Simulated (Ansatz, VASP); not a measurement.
# HgTe: VASP beside Ansatz

```
Hg Te
1.0
     0.00000    2.86307    2.92150
     2.86307    0.00000    2.92150
     2.86307    2.86307    0.00000
Hg Te
1 1
Direct
  0.00000 0.00000 0.00000
  0.50000 0.50000 0.50000
```

Change from the starting cell: equal xx and yy strain of -2 %.

Alike in both runs: task single point; functional LDA; k mesh 10 × 10 × 10; occupations fermi-dirac, width 0.08 eV; no spin polarisation.

|  | VASP | Ansatz |
| --- | --- | --- |
| version | VASP 6.6.1 | Ansatz 0.2.0 |
| potentials or method | VASP PAW LDA potentials, release 64 (Hg, Te), cutoff 520 eV | all-electron LAPW, scalar-relativistic |

VASP gave:

```
pressure (GPa)                                  : 8.4
largest component of the traceless stress (GPa) : 2.14
```

**Question.** What did Ansatz give for the same quantities?

**Answer.** Pressure (GPa): 7.8; largest component of the traceless stress (GPa): 2.07.

Ansatz ran all-electron here, so the differences hold the error of VASP's frozen core and of both bases.

The runs have no spin-orbit coupling, so splittings on Hg, Te are missing.
